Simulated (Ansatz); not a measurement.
## Cost and result for the equilibrium volume of Mo

It takes space group Im-3m (No. 229, cubic). The conventional cell has a = 3.168 Å, b = 3.168 Å, c = 3.168 Å, α = 90.00°, β = 90.00°, γ = 90.00°. Mo (site symmetry m-3m) has 8 Mo at 2.74 Å as nearest neighbours.

```tsv
rung	level	program and potentials	cutoff (eV)	k mesh	smearing	task	core time	chip	equilibrium volume (Å³/atom)	notes
GGA	RPBE	Ansatz, Ansatz PAW	420	12 × 12 × 12	fermi-dirac 0.05	relaxation of cell and atoms	3.4 s	Arm Neoverse V2	15.99	potentials made for PBE, which Ansatz adapts in part
GGA	revPBE	Ansatz, Ansatz PAW	420	12 × 12 × 12	fermi-dirac 0.05	relaxation of cell and atoms	3.6 s	Arm Neoverse V2	15.93	potentials made for PBE, which Ansatz adapts in part
GGA + dispersion	revPBE+D3(BJ)	Ansatz, Ansatz PAW	420	12 × 12 × 12	fermi-dirac 0.05	relaxation of cell and atoms	6.4 s	Intel Xeon Platinum 8259CL Skylake/Cascade Lake	15.09	potentials made for PBE, which Ansatz adapts in part
GGA	PBE	Ansatz, Ansatz PAW	420	12 × 12 × 12	fermi-dirac 0.05	equation of state	6.4 s	Arm Neoverse V2	15.78	-
meta-GGA	r2SCAN	Ansatz, Ansatz PAW	500	12 × 12 × 12	fermi-dirac 0.05	equation of state	14 s	Arm Neoverse V2	15.62	potentials made for PBE, which Ansatz adapts in part
GGA	PBEsol	Ansatz, PseudoDojo stringent	1088	12 × 12 × 12	fermi-dirac 0.05	equation of state	23 s	Arm Neoverse V1	15.34	potentials made for PBE
GGA	PBEsol	Ansatz, JTH PAW	1800	12 × 12 × 12	fermi-dirac 0.05	equation of state	43 s	Arm Neoverse V1	15.34	potentials made for PBE
```

Times are single runs on shared hosts and different chips, so they are rough; meshes, cutoffs and the tasks' sizes weigh on the time. All rows: no spin polarisation. Smearing widths are in eV. For a metal such meshes aren't converged. Meshes are those of the run's cell of 1 atom unless a note names another. Relaxations start from the cell shown or near it and stop with a little pressure left. The cell shown, of 15.89 Å³ an atom, is the runs' start and not the measured value. Misses use the values as printed. Runs on faulty files, with rough fits or with known faults for this quantity aren't shown. No row holds spin-orbit coupling.

Measured: 15.59 Å³/atom at 298.15 K (a printed reference work).

Task: Which of the timed runs is the cheapest that comes within 1.5 % of the measured equilibrium volume?

Result: PBE (Ansatz, Ansatz PAW): 15.78 Å³/atom in 6.4 s. One crystal doesn't make the level reliable, since errors can cancel. The runs are for a static lattice, while measurements hold temperature and zero-point motion.
